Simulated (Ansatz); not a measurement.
# The honeycomb BP bilayer (AB) between two gates

Aim: screening and gap of the neutral honeycomb BP bilayer (AB) between oppositely charged gates.

Main program and level: Ansatz 0.2.0; plane-wave DFT, PBE-D3(BJ), Ansatz PAW.

**1. The structure**

The cell holds 4 atoms: 2 P and 2 B. Cell: a = 3.210 Å, b = 3.210 Å, c = 37.400 Å, α = 90.0°, β = 90.0°, γ = 120.0°. Regions: layer 1: honeycomb BP, 2 atoms (1 P and 1 B); layer 2: honeycomb BP, 2 atoms (1 P and 1 B). Vacuum lies along c.

**2. Relaxation**

The starting cell is a guess, so the in-plane lattice and the atoms are relaxed first, with the slab cut off from its images along the normal.

File input.yaml:

```yaml
crystal:
  lattice:
    - [3.21, 0.0, 0.0]
    - [-1.605, 2.7799415461, 0.0]
    - [0.0, 0.0, 37.3999999994]
  atoms:
    - { symbol: P, position: [0.6666666667, 0.3333333333, 0.4572192513] }
    - { symbol: B, position: [0.3333333333, 0.6666666667, 0.4572192513] }
    - { symbol: P, position: [0.0, 0.0, 0.5427807487] }
    - { symbol: B, position: [0.6666666667, 0.3333333333, 0.5427807487] }
  periodic: [true, true, false]
kpoints:
  mp_grid: { grid: [12, 12, 1] }
hamiltonian:
  xc: pbe
  dispersion: d3bj
scf:
  occupations: { method: fermi_dirac, width: 0.05 }
  convergence: { dr2_threshold: 1.0e-09 }
relax:
  f_tol: 0.004
  max_steps: 90
  cell: {}
output:
  write_potential: true
  write_density: true
  volumetric_format: npy
```

The run is started by

```sh
$ ansatz run input.yaml --threads 4 --pin off --max-ram 8192MiB --backend cpu --events-out ev --progress --plain --runs-dir out
```

Numbers of over 12 decimals in the logs are rounded to 6 here.

The log of the run:

```text
Warning: relax.cell: scf.convergence.dr2_threshold = 1e-9 eV is looser than the 2.29568411292e-10 eV advised for a relaxation that steers and ends on the stress (1e-10 eV for each atom of the cell: 4, times the square of relax.cell.stress_2d_tol = 0.05 N/m over 13.2 Å (the atoms' height at the walk's start and 5 Å past either face), 3.788e-2 GPa, over a crystal's default 0.05). What an SCF threshold leaves in a stress goes as its square root, and in the free energy as the threshold itself, and one threshold admits the most on a small cell: [figures from the program's tests cut] Set scf.convergence.dr2_threshold to 2.29568411292e-10 eV or tighter. [rest of the remark cut]
Engine: ansatz 0.2.0, aarch64-unknown-linux-gnu
Pseudopotentials: kind: paw
Pseudopotential: P, paw, valence charge 5, recommended cutoff 420 eV (normal), P.paw.azcp
Pseudopotential: B, paw, valence charge 3, recommended cutoff 420 eV (normal), B.paw.azcp
Functional definition: PBE
  parameter kappa = 0.804
  parameter beta = 0.066725
  exchange = pbe_x(kappa = kappa, mu = beta*pi^2/3)
  correlation = pbe_c(beta = beta)
Crystal: 4 atoms, lattice volume = 333.743 Å³
Basis set: ecut = 420 eV, 6629 PW (Γ), exchange–correlation on 48×48×500 points (8 copies of the dense FFT grid, shifted against one another)
Bands: 12, of which v1, the nominal top of the filled ones, is band 8 counted from 1 (7 counted from 0)
Symmetry: 6 space group operations
Space group: P3m1 (ITA 156), of the structure as read, at distance tolerance 6.9e-5 Å
k-points: 19 of 144 (time reversal used)
Non-local potential: P, projectors of the file, l = 0: 2, l = 1: 2, l = 2: 2
Non-local potential: B, projectors of the file, l = 0: 2, l = 1: 2, l = 2: 1
PAW form: soft (Blöchl's): semilocal exchange-correlation on the pseudo side does not see the compensation charge
PAW one-centre angular grid: P, 110 points (default); XC on 64 Gauss nodes
PAW one-centre angular grid: B, 110 points (default); XC on 64 Gauss nodes
Initial density: superposition of atomic densities (neutral atoms: chi_scale 0, normalization atom), corrected by the library's trained network
Initial wavefunctions: pseudopotential atomic-orbital guess
Functional: x = pbe(κ = 0.804, μ = 0.219515), c = pbe(β = 0.066725)
SCF iter   1: F=—  HF=-1824.017666 eV  |F-HF|=—  |Δ(HF+E_count)|=         —  Δρ=1.45e-3  dr2=2.58e-2  ethr=1.77e-3  ⟨swp⟩=12.9  Hψ=2819  notcnv=0
preconditioner: auto → Resta (q_TF=auto, 1.644 Å⁻¹)  ε∞=1.7  [insulator: Δε(μ)=0.820 eV  Ē_g=9.795 eV  σ=0.050 eV  W_gap=1.00  n_scr=18 (ndim 8)  ℏωp=8.1 eV  f_vac=0.784  D(μ)=0.00/eV (n_scr^D=0)  ε∞_Penn≈1.7  vacuum switching on, ρ_ref=7.0e-3 e/Å³]
SCF iter   2: F=—  HF=-1824.015179 eV  |F-HF|=—  |Δ(HF+E_count)|=   2.49e-3  Δρ=7.63e-4  dr2=1.52e-2  ethr=1.61e-4  ⟨swp⟩=4.3  Hψ=737  notcnv=0
SCF iter   3: F=—  HF=-1824.013246 eV  |F-HF|=—  |Δ(HF+E_count)|=   1.93e-3  Δρ=3.90e-4  dr2=1.31e-3  ethr=9.50e-5  ⟨swp⟩=2.7  Hψ=397  notcnv=0
SCF iter   4: F=—  HF=-1824.013305 eV  |F-HF|=—  |Δ(HF+E_count)|=   5.90e-5  Δρ=1.83e-4  dr2=1.53e-4  ethr=8.17e-6  ⟨swp⟩=2.5  Hψ=361  notcnv=0
SCF iter   5: F=—  HF=-1824.013385 eV  |F-HF|=—  |Δ(HF+E_count)|=   7.92e-5  Δρ=6.28e-5  dr2=1.10e-5  ethr=9.54e-7  ⟨swp⟩=2.7  Hψ=440  notcnv=0
SCF iter   6: F=—  HF=-1824.013401 eV  |F-HF|=—  |Δ(HF+E_count)|=   1.65e-5  Δρ=1.62e-5  dr2=8.66e-7  ethr=6.90e-8  ⟨swp⟩=3.3  Hψ=484  notcnv=0
SCF iter   7: F=—  HF=-1824.013371 eV  |F-HF|=—  |Δ(HF+E_count)|=   3.03e-5  Δρ=5.35e-6  dr2=7.08e-8  ethr=5.41e-9  ⟨swp⟩=3.1  Hψ=452  notcnv=0
SCF iter   8: F=—  HF=-1824.013371 eV  |F-HF|=—  |Δ(HF+E_count)|=   3.88e-7  Δρ=7.76e-7  dr2=2.88e-9  ethr=4.42e-10  ⟨swp⟩=2.8  Hψ=440  notcnv=0
SCF iter   9: F=-1824.013371 eV  HF=-1824.013371 eV  |F-HF|=2.13e-9  |Δ(HF+E_count)|=   2.63e-8  Δρ=2.08e-7  dr2=1.34e-10  ethr=6.25e-12  ⟨swp⟩=12.1  Hψ=1902  notcnv=0
SCF 1 converged in 9 iterations: F = -1824.013371 eV  dr2 = 1.34e-10
  greatest PAW one-centre occupation: 0.778 electrons in one spin orbital (limit 2), on the P atom at site 0 (counted from 0), in its partial waves of l = 0
relax step   1: F+E_penalty+E_count = -1824.01337117 eV  Δ(F+E_penalty+E_count) = +0.000e0 eV  max|allowed force component| = 2.490e-1 eV/Å  Δτ_max = 0.0000 Å  P = -0.974 N/m  Ω = 333.743 Å³  fix = [c, alpha, beta]  reactions: c -0.000 N/m  (9 SCF iters, accepted)
Crystal: 4 atoms, lattice volume = 332.936 Å³
Basis set: ecut = 420 eV, 6605 PW (Γ), exchange–correlation on 48×48×500 points (8 copies of the dense FFT grid, shifted against one another)
Initial density: handed on by an earlier stage of this run
Initial wavefunctions: those handed on with the density
iter 1 solved again at ethr=3.00e-3 eV; its pass at ethr=3.10e-3 eV (dr2=4.81e-1 eV) is discarded
SCF iter   1: F=—  HF=-1824.156108 eV  |F-HF|=—  |Δ(HF+E_count)|=         —  Δρ=1.07e-2  dr2=4.86e-1  ethr=3.00e-3  ⟨swp⟩=1.0  Hψ=2863  notcnv=0
preconditioner: auto → Resta (q_TF=auto, 1.645 Å⁻¹)  ε∞=1.7  [insulator: Δε(μ)=0.667 eV  Ē_g=9.812 eV  σ=0.050 eV  W_gap=1.00  n_scr=18 (ndim 8)  ℏωp=8.1 eV  f_vac=0.771  D(μ)=0.00/eV (n_scr^D=0)  ε∞_Penn≈1.7  vacuum switching on, ρ_ref=7.0e-3 e/Å³]
SCF iter   2: F=—  HF=-1824.064643 eV  |F-HF|=—  |Δ(HF+E_count)|=   9.15e-2  Δρ=4.16e-3  dr2=8.46e-2  ethr=3.00e-3  ⟨swp⟩=3.8  Hψ=542  notcnv=0
SCF iter   3: F=—  HF=-1824.051942 eV  |F-HF|=—  |Δ(HF+E_count)|=   1.27e-2  Δρ=2.36e-3  dr2=1.10e-2  ethr=5.29e-4  ⟨swp⟩=3.4  Hψ=480  notcnv=0
SCF iter   4: F=—  HF=-1824.051991 eV  |F-HF|=—  |Δ(HF+E_count)|=   4.89e-5  Δρ=7.93e-4  dr2=2.23e-3  ethr=6.85e-5  ⟨swp⟩=2.7  Hψ=471  notcnv=0
SCF iter   5: F=—  HF=-1824.051895 eV  |F-HF|=—  |Δ(HF+E_count)|=   9.59e-5  Δρ=2.03e-4  dr2=1.23e-4  ethr=1.39e-5  ⟨swp⟩=2.6  Hψ=453  notcnv=0
SCF iter   6: F=—  HF=-1824.051937 eV  |F-HF|=—  |Δ(HF+E_count)|=   4.24e-5  Δρ=5.07e-5  dr2=7.89e-6  ethr=7.70e-7  ⟨swp⟩=2.7  Hψ=473  notcnv=0
SCF iter   7: F=—  HF=-1824.051937 eV  |F-HF|=—  |Δ(HF+E_count)|=   1.95e-7  Δρ=1.36e-5  dr2=4.05e-7  ethr=4.93e-8  ⟨swp⟩=3.0  Hψ=453  notcnv=0
SCF iter   8: F=—  HF=-1824.051898 eV  |F-HF|=—  |Δ(HF+E_count)|=   3.98e-5  Δρ=2.76e-6  dr2=3.95e-8  ethr=2.53e-9  ⟨swp⟩=2.6  Hψ=410  notcnv=0
SCF iter   9: F=—  HF=-1824.051898 eV  |F-HF|=—  |Δ(HF+E_count)|=   1.78e-8  Δρ=5.90e-7  dr2=1.27e-9  ethr=2.47e-10  ⟨swp⟩=3.2  Hψ=512  notcnv=0
SCF iter  10: F=-1824.051898 eV  HF=-1824.051898 eV  |F-HF|=2.16e-10  |Δ(HF+E_count)|=   2.29e-9  Δρ=2.92e-7  dr2=4.06e-10  ethr=6.25e-12  ⟨swp⟩=11.1  Hψ=1750  notcnv=0
SCF 2 converged in 10 iterations: F = -1824.051898 eV  dr2 = 4.06e-10
[...]
Crystal: 4 atoms, lattice volume = 331.112 Å³
Basis set: ecut = 420 eV, 6557 PW (Γ), exchange–correlation on 48×48×500 points (8 copies of the dense FFT grid, shifted against one another)
iter 1 solved again at ethr=1.12e-5 eV; its pass at ethr=3.10e-3 eV (dr2=1.79e-3 eV) is discarded
SCF iter   1: F=—  HF=-1824.052820 eV  |F-HF|=—  |Δ(HF+E_count)|=         —  Δρ=6.37e-4  dr2=1.96e-3  ethr=1.12e-5  ⟨swp⟩=4.1  Hψ=2576  notcnv=0
preconditioner: auto → Resta (q_TF=auto, 1.647 Å⁻¹)  ε∞=1.7  [insulator: Δε(μ)=0.712 eV  Ē_g=9.837 eV  σ=0.050 eV  W_gap=1.00  n_scr=18 (ndim 8)  ℏωp=8.2 eV  f_vac=0.775  D(μ)=0.00/eV (n_scr^D=0)  ε∞_Penn≈1.7  vacuum switching on, ρ_ref=7.0e-3 e/Å³]
SCF iter   2: F=—  HF=-1824.052246 eV  |F-HF|=—  |Δ(HF+E_count)|=   5.74e-4  Δρ=1.90e-4  dr2=1.71e-4  ethr=1.12e-5  ⟨swp⟩=2.9  Hψ=425  notcnv=0
SCF iter   3: F=—  HF=-1824.052201 eV  |F-HF|=—  |Δ(HF+E_count)|=   4.50e-5  Δρ=8.67e-5  dr2=2.79e-5  ethr=1.07e-6  ⟨swp⟩=2.8  Hψ=419  notcnv=0
SCF iter   4: F=—  HF=-1824.052196 eV  |F-HF|=—  |Δ(HF+E_count)|=   5.05e-6  Δρ=2.20e-5  dr2=7.58e-6  ethr=1.74e-7  ⟨swp⟩=2.9  Hψ=418  notcnv=0
SCF iter   5: F=—  HF=-1824.052198 eV  |F-HF|=—  |Δ(HF+E_count)|=   1.86e-6  Δρ=1.10e-5  dr2=4.52e-7  ethr=4.74e-8  ⟨swp⟩=2.6  Hψ=352  notcnv=0
SCF iter   6: F=—  HF=-1824.052156 eV  |F-HF|=—  |Δ(HF+E_count)|=   4.25e-5  Δρ=4.69e-6  dr2=6.18e-8  ethr=2.83e-9  ⟨swp⟩=3.5  Hψ=435  notcnv=0
SCF iter   7: F=—  HF=-1824.052156 eV  |F-HF|=—  |Δ(HF+E_count)|=   3.35e-8  Δρ=7.35e-7  dr2=1.54e-9  ethr=3.86e-10  ⟨swp⟩=2.8  Hψ=428  notcnv=0
SCF iter   8: F=-1824.052156 eV  HF=-1824.052156 eV  |F-HF|=1.16e-10  |Δ(HF+E_count)|=   1.76e-9  Δρ=2.20e-7  dr2=2.21e-10  ethr=6.25e-12  ⟨swp⟩=11.5  Hψ=1821  notcnv=0
SCF 3 converged in 8 iterations: F = -1824.052156 eV  dr2 = 2.21e-10
relax step   3: F+E_penalty+E_count = -1824.05215562 eV  Δ(F+E_penalty+E_count) = -2.579e-4 eV  max|allowed force component| = 3.204e-2 eV/Å  Δτ_max = 0.0084 Å  P = +0.600 N/m  Ω = 331.112 Å³  energy of the carried Pulay correction = +3.058e-4 eV  fix = [c, alpha, beta]  reactions: c +0.000 N/m  (8 SCF iters, accepted)
[...]
relax step   4: F+E_penalty+E_count = -1824.05274201 eV  Δ(F+E_penalty+E_count) = -5.864e-4 eV  max|allowed force component| = 1.130e-2 eV/Å  Δτ_max = 0.0046 Å  P = +0.022 N/m  Ω = 332.122 Å³  energy of the carried Pulay correction = +1.881e-4 eV  fix = [c, alpha, beta]  reactions: c +0.000 N/m  (7 SCF iters, accepted)
[...]
relax step   5: F+E_penalty+E_count = -1824.05276414 eV  Δ(F+E_penalty+E_count) = -2.213e-5 eV  max|allowed force component| = 4.514e-4 eV/Å  Δτ_max = 0.0028 Å  P = -0.004 N/m  Ω = 332.165 Å³  energy of the carried Pulay correction = +1.831e-4 eV  fix = [c, alpha, beta]  reactions: c -0.000 N/m  (6 SCF iters, accepted)
Initial wavefunctions: pseudopotential atomic-orbital guess (no wavefunctions were taken with the density)
iter 1 solved again at ethr=1.00e-6 eV; its pass at ethr=3.10e-3 eV (dr2=1.61e-4 eV) is discarded
SCF iter   1: F=—  HF=-1824.052619 eV  |F-HF|=—  |Δ(HF+E_count)|=         —  Δρ=4.35e-6  dr2=9.63e-9  ethr=1.00e-6  ⟨swp⟩=5.4  Hψ=3886  notcnv=0
eigensolver tolerance schedule: the retry pair's looser diagonalisation over-reported the residual by 16682.82 of it (diagonalisation noise at an unbounded share of the residual, at the tolerance the schedule requests for it); recorded, not acted on — ethr = c·dr2/N_el stays at c = 1.0e-1
preconditioner: auto → Resta (q_TF=auto, 1.646 Å⁻¹)  ε∞=1.7  [insulator: Δε(μ)=0.742 eV  Ē_g=9.812 eV  σ=0.050 eV  W_gap=1.00  n_scr=18 (ndim 8)  ℏωp=8.1 eV  f_vac=0.775  D(μ)=0.00/eV (n_scr^D=0)  ε∞_Penn≈1.7  vacuum switching on, ρ_ref=7.0e-3 e/Å³]
SCF iter   2: F=—  HF=-1824.052578 eV  |F-HF|=—  |Δ(HF+E_count)|=   4.08e-5  Δρ=2.43e-6  dr2=4.84e-9  ethr=6.02e-11  ⟨swp⟩=5.6  Hψ=840  notcnv=0
SCF iter   3: F=-1824.052578 eV  HF=-1824.052578 eV  |F-HF|=4.13e-9  |Δ(HF+E_count)|=   7.41e-9  Δρ=1.33e-6  dr2=6.73e-10  ethr=6.25e-12  ⟨swp⟩=13.1  Hψ=2257  notcnv=0
SCF 6 converged in 3 iterations: F = -1824.052578 eV  dr2 = 6.73e-10
relax step   6: F+E_penalty+E_count = -1824.05257799 eV  Δ(F+E_penalty+E_count) = +1.861e-4 eV  max|allowed force component| = 4.546e-4 eV/Å  Δτ_max = 0.0000 Å  P = -0.008 N/m  Ω = 332.165 Å³  fix = [c, alpha, beta]  reactions: c -0.000 N/m  stress off target by 7.83e-3 N/m on what of the cell is left free  SCF on the basis re-selected at this cell (its energy is not comparable with the rows above)  (3 SCF iters)
basis re-selected at this cell: Δ(F+E_penalty+E_count) = +1.861e-4 eV, ΔP = -0.004 N/m vs the last step (what re-selecting the basis moved, of the pressure what is left beyond the Pulay correction that the steps carried, after the strain that the cell walked since its last selection, with what the two solves' SCF thresholds leave and, on support functions, any second-order correction that the steps lacked; it is no m [...]
WARN: The output density's exchange-correlation potential varies sharply where the density is thin. Do not read a vacuum level from v_tot or v_xc, or from such a field of the output density. On a cell that repeats whose density bears no net charge and no dipole along the vacuum's axis use v_es (v_loc + v_h of the components); under efield.dipole_correction with no amplitude use v_es + v_field, which holds any externa [...]
SCF converged after 3 iterations
Free energy (F): -1824.052578 eV
Harris-Foulkes:  -1824.052578 eV  (|F-HF|=4.13e-9)
Internal energy: -1824.052563 eV  (E = F + TS)
E sigma→0 (E₀):  -1824.052570 eV
Entropy (-TS):   -0.000015 eV (-0.004 meV/atom)
Fermi energy:    -4.757021 eV
--- Per-component energies (eV) ---
  E_band       = -179.148707
  E_kinetic    = 238.033912
  E_local      = -19108.265508  (includes V_loc(G=0)·N_el)
  E_nonlocal   = 92.050172
  E_hartree    = 9408.110355
  E_xc         = -186.490273
  E_vxc        = -196.500922  (∫ρ·V_xc dr)
  E_paw        = -1296.231879  (= ΣΔE_a)
  E_vpaw       = -20.686955  (= ΣTr[D̂ρ^β])
  E_aug_tail   = 0.000001  (compensation charges beyond the density's cutoff)
  E_ewald      = 9029.462407
  E_disp       = -0.721750  (pairwise vdW)
  E_smearing   = -0.000015  (= −TS)
  E_closure    = -0.000000  (closes the sum)
  Σ components = -1824.052578   (vs F -1824.052578, Δ=0.00e0)
--- Forces (eV/Å), atoms counted from 1 ---
  atom   1  P     -0.00000000     0.00000000     0.00014138
  atom   2  B      0.00000000     0.00000000     0.00007032
  atom   3  P      0.00000000     0.00000000    -0.00045437
  atom   4  B      0.00000000     0.00000000     0.00024377
  max |Σ_I F_I| component: 1.10e-6 eV/Å
--- 2D stress c σ (N/m, compression-positive) ---
       -0.007834      -0.000000      -0.000000
       -0.000000      -0.007834      -0.000000
       -0.000000      -0.000000      -0.000000
  P = ½ c Tr σ = -0.0078 N/m
--- Band table (eV; the first three rows and the last of 19) ---
  k-point 0: bands = [... 4 lower, -6.8845, -6.8845, -6.7259, -6.7259, -1.3262, -0.6075, -0.5656, -0.5656]
  k-point 1: bands = [... 4 lower, -7.4262, -7.2588, -7.0932, -6.9292, -1.2160, -0.7931, -0.5855, -0.4355]
  k-point 2: bands = [... 4 lower, -8.5178, -8.1566, -7.5735, -7.4005, -1.2771, -1.0651, -0.7044, -0.0619]
  k-point 18: bands = [... 4 lower, -11.5404, -11.3804, -5.5191, -5.1303, -4.3886, -3.9148, 1.0138, 1.3715]
  the weakly bound empty levels are not read free of the cell's end (no_gap_told)
--- Relaxed structure (5 steps of the walk, 5 accepted, 1 SCFs on fresh bases) ---
  F+E_penalty+E_count = -1824.05257799 eV   max|allowed force component| = 4.546e-4 eV/Å   (the final SCF, on the basis selected at the relaxed cell)
  cell:  # Å, volume = 332.1654 Å³
    - [3.202404, 0.0, 0]
    - [-1.601202, 2.773363, 0]
    - [0, 0, 37.3999999994]
  atoms:
    - { symbol: P, position: [0.666667, 0.333333, 0.452894] }
    - { symbol: B, position: [0.333333, 0.666667, 0.452346] }
    - { symbol: P, position: [2.4500609158578062e-17, -9.251858538489118e-17, 0.547570] }
    - { symbol: B, position: [0.666667, 0.333333, 0.547190] }
```

Wall time 11 s (4 threads of Arm Neoverse V2, shared host); peak memory 0.57 GiB; 42 s of CPU time.

Relaxation path:

| step | energy less that of the first step (eV) | largest force component (eV/Å) | volume (Å³) |
| --- | --- | --- | --- |
| 1 | 0.0000 | 0.2490 | 333.74 |
| 2 | -0.0385 | 0.0500 | 332.94 |
| 3 | -0.0388 | 0.0320 | 331.11 |
| 4 | -0.0394 | 0.0113 | 332.12 |
| 5 | -0.0394 | 0.0005 | 332.17 |
| 6* | -0.0392 | 0.0005 | 332.17 |

Relaxation steps marked * repeat the geometry before them on a plane-wave basis chosen anew for their cell, so energy and pressure can jump there.

The run keeps the 6 symmetry operations that it works with, so distortions that break them were not tested.

| cell as run | before | after | change |
| --- | --- | --- | --- |
| a (Å) | 3.210 | 3.202 | -0.2 % |
| b (Å) | 3.210 | 3.202 | -0.2 % |

The atoms that moved most (Å, along periodic axes as changes of fractional coordinates times the final cell, across vacuum about the mean position):

| atom | dx | dy | dz | length |
| --- | --- | --- | --- | --- |
| B2 | 0.000 | 0.000 | -0.182 | 0.182 |
| P3 | 0.000 | 0.000 | 0.179 | 0.179 |
| B4 | 0.000 | 0.000 | 0.165 | 0.165 |
| P1 | 0.000 | 0.000 | -0.162 | 0.162 |

The relaxed structure:

```xyz
4
Lattice="3.2024 0.0000 0.0000 -1.6012 2.7734 0.0000 0.0000 0.0000 37.4000" Properties=species:S:1:pos:R:3
P     1.6012    0.9245   16.9382
B     0.0000    1.8489   16.9177
P     0.0000    0.0000   20.4791
B     1.6012    0.9245   20.4649
```

The lattice constant a goes from 3.210 to 3.202 Å.

(Part 1 of 3 ends here.)

[Logs are printed without paths, hosts, clocks, repeated set-up lines and the standing remarks that a program may print on its own settings, such as how far it seeks lower states.]

[Hosts, paths, dates, database ids (printed as entryN), source tags and the programs' standing remarks are cut or masked in the printed files.]

[Maps of the electrostatic potential energy from Ansatz leave out the sawtooth potential of an applied field or a dipole correction, so their vacuum need not be flat; planar profiles and work functions include it.]
